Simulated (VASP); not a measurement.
A run of VASP 6.6.1 is set up as follows.

INCAR

```
SYSTEM = KI
  PREC = Accurate
  ENCUT = 520
  EDIFF = 1E-6
  ISMEAR = 0
  SIGMA = 0.02
  LREAL = .FALSE.
  LASPH = .TRUE.
  NELM = 80
  ALGO = Normal
  ISIF = 2
  LWAVE = .FALSE.
  LCHARG = .FALSE.
  GGA = PE
  NBANDS = 15
```

The input KPOINTS:

```
regular mesh
0
G
  6 6 6
  0 0 0
```

POSCAR

```
KI
1.0
    0.0000000000      3.5881814904      3.5881814904
    3.5881814904      0.0000000000      3.5881814904
    3.5881814904      3.5881814904      0.0000000000
K I
1 1
Direct
    0.0000000000      0.0000000000      0.0000000000
    0.5000000000      0.5000000000      0.5000000000
```

Potentials or basis: VASP PAW PBE potentials, release 64 (K_sv, I).

Launch:

```bash
$ cat potpaw_PBE.64/K_sv/POTCAR potpaw_PBE.64/I/POTCAR > POTCAR
$ mpirun -np 1 vasp_std > vasp.out
```

What does it give for the pressure?

0.1 GPa.

What does it give for the band gap on the k mesh?

3.86 eV, direct.

Caveat: spin-orbit coupling is left out, which moves the levels of the heavy elements.

**Experimental background.**

A printed reference work, monograph reports, for a bulk crystal of KI: band gap 6.32 eV.

A measured gap of KI is 6.32 eV (a printed reference work, monograph); the calculated 3.86 eV misses it by -2.46 eV. Spin-orbit coupling on I is left out. The value is that of PBE, without temperature or zero-point motion. Semilocal functionals fall short of measured gaps as a rule.
